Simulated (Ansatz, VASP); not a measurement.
**HfO2 in VASP and in Ansatz**

The input INCAR:

```
SYSTEM = HfO2
PREC = Accurate
ENCUT = 520
EDIFF = 1E-7
ISMEAR = 0
SIGMA = 0.05
LREAL = .FALSE.
LASPH = .TRUE.
NELM = 100
ALGO = Normal
ISIF = 2
LWAVE = .FALSE.
LCHARG = .FALSE.
GGA = PE
NBANDS = 18
```

The input KPOINTS:

```
regular mesh
0
G
  8 8 8
  0 0 0
```

File POSCAR:

```
HfO2
1.0
    0.0000000000      2.6598000000      2.4552000000
    2.6598000000      0.0000000000      2.4552000000
    2.6598000000      2.6598000000      0.0000000000
Hf O
1 2
Direct
    0.0000000000      0.0000000000      0.0000000000
    0.2500000000      0.2500000000      0.2500000000
    0.7500000000      0.7500000000      0.7500000000
```

Input for Ansatz:

```yaml
crystal:
  lattice:
    - [0.0, 2.6598, 2.4552]
    - [2.6598, 0.0, 2.4552]
    - [2.6598, 2.6598, 0.0]
  atoms:
    - { symbol: Hf, position: [0.0, 0.0, 0.0] }
    - { symbol: O, position: [0.25, 0.25, 0.25] }
    - { symbol: O, position: [0.75, 0.75, 0.75] }
basis:
  ecutwfc: 420
kpoints:
  mp_grid: { grid: [8, 8, 8] }
hamiltonian:
  xc: pbe
scf:
  occupations: { method: gaussian, width: 0.05 }
output:
  forces: true
  stress: true
  eigenvalues: true
```

Change from the starting cell: strain +0.040 along x and y, -0.040 along z, atoms carried along.

Alike in both runs: task single point; functional PBE; k mesh 8 × 8 × 8; occupations gaussian, width 0.05 eV; no spin polarisation.

|  | VASP | Ansatz |
| --- | --- | --- |
| version | VASP 6.6.1 | Ansatz 0.2.0 |
| potentials or method | VASP PAW PBE potentials, release 64 (Hf_pv, O) | scalar-relativistic, plane waves, PAW |
| plane-wave cutoff (eV) | 520 | 420 |
| valence electrons in the cell | 22 | 38 |

|  | VASP | Ansatz | Ansatz less VASP |
| --- | --- | --- | --- |
| gap on the k mesh at the Fermi level (eV) | 2.70 | 2.73 | +0.027 |
| least direct gap on the mesh (eV) | 2.93 | 2.94 | +0.014 |
| pressure (GPa) | -13.5 | -10.4 | +3.14 |
| largest component of the traceless stress (GPa) | 22.86 | 22.52 | -0.346 |

The two sets of potentials don't hold the same shells in valence.

Caveats: spin-orbit coupling is left out, which moves the levels of the heavy elements. A k mesh can miss the band edges.
